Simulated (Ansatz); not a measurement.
Input and command of a plane-wave DFT calculation in Ansatz:

```yaml
crystal:
  lattice:
    - [4.8508989706, 0.0, 0.0]
    - [0.0, 6.0854513235, 0.0]
    - [0.0, 0.0, 23.4020034795]
  atoms:
    - { symbol: Sc, position: [0.5, 0.0, 0.3204853809] }
    - { symbol: Sc, position: [0.5, 0.5, 0.3204853809] }
    - { symbol: Sc, position: [0.0, 0.25, 0.3803235873] }
    - { symbol: Al, position: [0.0, 0.75, 0.3803235873] }
    - { symbol: Sc, position: [0.5, 0.75, 0.4401617936] }
    - { symbol: Al, position: [0.5, 0.25, 0.4401617936] }
    - { symbol: Sc, position: [0.0, 0.0, 0.5] }
    - { symbol: Sc, position: [0.0, 0.5, 0.5] }
    - { symbol: Sc, position: [0.5, 0.25, 0.5598382064] }
    - { symbol: Al, position: [0.5, 0.75, 0.5598382064] }
    - { symbol: Sc, position: [0.0, 0.75, 0.6196764127] }
    - { symbol: Al, position: [0.0, 0.25, 0.6196764127] }
    - { symbol: Sc, position: [0.5, 0.0, 0.6795146191] }
    - { symbol: Sc, position: [0.5, 0.5, 0.6795146191] }
basis:
  ecutwfc: 420
kpoints:
  mp_grid: { grid: [7, 6, 1] }
hamiltonian:
  xc: pbesol
scf:
  occupations: { method: gaussian, width: 0.1 }
output:
  forces: true
  stress: true
  eigenvalues: true
efield:
  axis: 3
  dipole_correction: true
  ramp_width: 0.04
```

```bash
ansatz run input.yaml --threads 1 --pin off --max-ram 2560MiB --backend cpu --events-out ev --progress --plain --runs-dir out
```

Processor: Intel(R) Xeon(R) Platinum 8488C (Sapphire Rapids), 1 thread, on a host shared with other jobs.

Q: Estimate time, memory and problem size.

A: About 89 s on 1 thread of Intel(R) Xeon(R) Platinum 8488C (Sapphire Rapids) (shared host), peak memory 1.1 GiB. It solves 75 bands at 16 k points (the mesh reduced by symmetry) with about 13459 plane waves, in 9 SCF iterations.
